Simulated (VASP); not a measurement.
Write the native input for VASP 6.6.1 that does the following.

* Task: work function
* Functional: PBEsol
* Potentials or basis: VASP PAW PBE potentials, release 64 (Au)
* Cutoff: 520 eV
* k mesh: 8 × 8 × 1
* Occupations: fermi-dirac, width 0.05 eV
* Spin: no spin polarisation
* Dipole correction: yes
* Further INCAR settings: ALGO = Fast; EDIFF = 1e-06

The structure of Au lies in POSCAR:

```
Au
1.0
    2.8226199300      0.0000000000      0.0000000000
   -1.4113099650      2.5559330250      0.0000000000
    0.0000000000      0.0000000000     27.2329240250
Au
6
Direct
    0.3346720300      0.6693440600      0.2754019360
    0.6653279700      0.3306559400      0.3652411616
    0.3346720300      0.6693440600      0.4550803872
    0.6653279700      0.3306559400      0.5449196128
    0.3346720300      0.6693440600      0.6347588384
    0.6653279700      0.3306559400      0.7245980640
```

The slab is cut from a database's or a generator's crystal, which needn't be the stable form of the element.

The input as run:

INCAR

```
SYSTEM = Au
PREC = Accurate ; ENCUT = 520
EDIFF = 1E-6 ; ISMEAR = -1
SIGMA = 0.05 ; LREAL = .False.
LASPH = .True. ; NELM = 60
ALGO = Fast ; ISIF = 2
LWAVE = .False. ; LCHARG = .True.
LDIPOL = .True. ; IDIPOL = 3
DIPOL = 0.5 0.5 0.500 ; GGA = PS
LELF = .True. ; LVHAR = .True.
LVACPOTAV = .True.
```

KPOINTS

```
Automatic mesh
0
Gamma
  8 8 1
  0 0 0
```

Potentials or basis: VASP PAW PBE potentials, release 64 (Au).

Run with:

```console
$ cat potpaw_PBE.64/Au/POTCAR > POTCAR
$ mpirun -np 1 vasp_std > vasp.out
```

It gave:

The largest force is 0.181 eV/Å. The band gap on the k mesh is none (metal or under the smearing width), the work function of the upper face is 5.39 eV and the work function of the lower face is 5.39 eV.

Caveat: the PAW data sets were made with another functional, which shifts forces and pressure a little.

Run time: 3.9 min on 1 thread of Intel(R) Xeon(R) Platinum 8488C (Sapphire Rapids), on a shared host, peak memory 0.39 GiB.
